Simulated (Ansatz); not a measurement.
Mg under changes of volume

One of the cells (23.237 Å³/atom); the others are scaled copies at fixed shape and fractional positions:

```
Mg
1.0
     3.20930    0.00000    0.00000
    -1.60465    2.77934    0.00000
     0.00000    0.00000    5.21030
Mg
2
Direct
  0.66667 0.33333 0.75000
  0.33333 0.66667 0.25000
```

```yaml
Program: Ansatz 0.2.0
Functional: r2SCAN
Potentials_or_basis: Ansatz PAW
Cutoff: "500 eV (not typed: the program's choice for these potentials)"
k_mesh: 10 × 10 × 5
Occupations: fermi-dirac, width 0.05 eV
Spin: no spin polarisation
```

```tsv
volume (Å³/atom)	energy over the lowest point (meV/atom)	pressure (GPa)
21.843	2.95	1.4
22.308	0.22	0.5
22.772	0.00	-0.3
23.237	?	?
23.702	6.17	-1.7
24.167	12.13	-2.3
24.631	19.77	-2.9
```

What does the run at 23.237 Å³/atom give?

Energy over the lowest point 2.05 meV/atom; pressure -1.0 GPa.

Worked out: A Birch-Murnaghan fit of order 3 (a polynomial in V^(-2/3)) to the other rows has its minimum at 22.58 Å³/atom with B0 = V·E''(V) = 40 GPa and B' = 3.9 at fixed shape and positions, which overstates the stiffness. It gives 2.06 meV/atom at 23.237 Å³/atom, against the run's 2.05, and -dE/dV = -1.1 GPa, against -1.0.

Energies are extrapolated to zero smearing.

Caveats: the PAW data sets come from PBE, with cores solved anew for the run's functional, which leaves a small shift of forces and pressure.
